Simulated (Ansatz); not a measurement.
# SiO₂: Field gradients at the nuclei

The cell is a Materials Project structure (computed, not necessarily an observed phase), taken as it stands.

Space group I-43m (No. 217); a = 8.9170 Å.

| site | Wyckoff | site symmetry | x | y | z |
| --- | --- | --- | --- | --- | --- |
| Si | 12d | -4.. | 0.2500 | 0.0000 | 0.5000 |
| O | 24g | ..m | 0.8529 | 0.1471 | 0.5155 |

One atom of each set is listed; the run and its k-mesh use a cell of 18 atoms with edges of 7.72, 7.72, 7.72 Å.

Computed with Ansatz: DFT, r2SCAN, plane waves and PAW, scalar-relativistic, 500 eV cutoff, Γ-centred 4×4×4 k-points, Fermi–Dirac smearing 0.02 eV.

V_zz is the principal component of the electric field gradient with the largest magnitude, η = (V_xx − V_yy)/V_zz and C_Q = eQV_zz/h. ν_Q = 3|C_Q|/[2I(2I − 1)].

17O: I = 5/2, Q = -25.58 mb. Q values from Pyykkö, Mol. Phys. 116, 1328 (2018).

```tsv
site	atoms	first shell	C_Q (MHz)	η	ν_Q (MHz)
O	12	2 Si at 1.61 Å, angle 158°	-6.02	0.08	0.903
```

At O V_zz points along the line of its two bonds (within 1°).

Si has no stable isotope with a ground-state quadrupole moment in the table, so these sites are left out.
